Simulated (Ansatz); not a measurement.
## AlNi3: band structure with PBEsol

The system is AlNi3.

```xyz
4
Lattice="0.0000 2.8019 2.8019 2.8019 0.0000 2.8019 2.8019 2.8019 0.0000" Properties=species:S:1:pos:R:3 pbc="T T T"
Ni    4.2028    4.2028    4.2028
Ni    0.0000    0.0000    0.0000
Ni    1.4009    1.4009    1.4009
Al    2.8019    2.8019    2.8019
```

The cell comes from a database or a generator and needn't be the stable form of this composition.

- Program: Ansatz 0.2.0
- Task: band structure
- Functional: PBEsol
- Potentials or basis: all-electron LAPW, inner shells corrected to Dirac's equation
- Cutoff: 305 eV (chosen from the basis error)
- Basis error allowed: 0.002 eV/atom
- k mesh: 8 × 8 × 8
- Occupations: fermi-dirac, width 0.05 eV
- Spin: collinear spin, ferromagnetic start
- Starting moments: [1.0, 1.0, 1.0, 0.0] μB

```
Pressure                : -0.8 GPa
Band gap along the path : none (metal or under the smearing width)
Net moment              : 0.00 μB per cell
Absolute moment         : 0.00 μB per cell
```

Levels at the corners of the path, in eV from the Fermi level:
Spin up:
```csv
point,band 29,band 30,band 31,band 32,band 33,band 34,band 35,band 36,band 37,band 38
Γ,-0.54,-0.54,-0.50,-0.50,5.42,5.42,5.42,5.91,5.91,5.91
X,-1.04,-0.74,-0.57,-0.36,-0.34,-0.34,-0.03,4.25,4.68,12.69
W,-0.60,-0.60,-0.59,-0.53,-0.10,0.00,0.00,7.52,7.57,7.57
K,-0.91,-0.76,-0.32,-0.32,-0.31,0.12,0.73,4.55,7.29,10.17
Γ,-0.54,-0.54,-0.50,-0.50,5.42,5.42,5.42,5.91,5.91,5.91
L,-0.63,-0.63,-0.46,-0.46,-0.13,4.30,4.30,4.80,4.80,5.53
U,-0.91,-0.76,-0.32,-0.32,-0.31,0.12,0.73,4.55,7.29,10.17
W,-0.60,-0.60,-0.59,-0.53,-0.10,0.00,0.00,7.52,7.57,7.57
```
Spin down:
```csv
point,band 31,band 32,band 33,band 34,band 35,band 36
Γ,-0.50,-0.50,5.42,5.42,5.42,5.91
X,-0.57,-0.36,-0.34,-0.34,-0.03,4.25
W,-0.59,-0.53,-0.10,0.00,0.00,7.52
K,-0.32,-0.32,-0.31,0.12,0.73,4.55
Γ,-0.50,-0.50,5.42,5.42,5.42,5.91
L,-0.46,-0.46,-0.13,4.30,4.30,4.80
U,-0.32,-0.32,-0.31,0.12,0.73,4.55
W,-0.59,-0.53,-0.10,0.00,0.00,7.52
```

Wall time 27 s on 4 threads of Intel(R) Xeon(R) Platinum 8259CL CPU @ 2.50GHz (Skylake/Cascade Lake), with other jobs on the host, peak memory 0.7 GiB.

Caveat: the starting moments weren't kept.
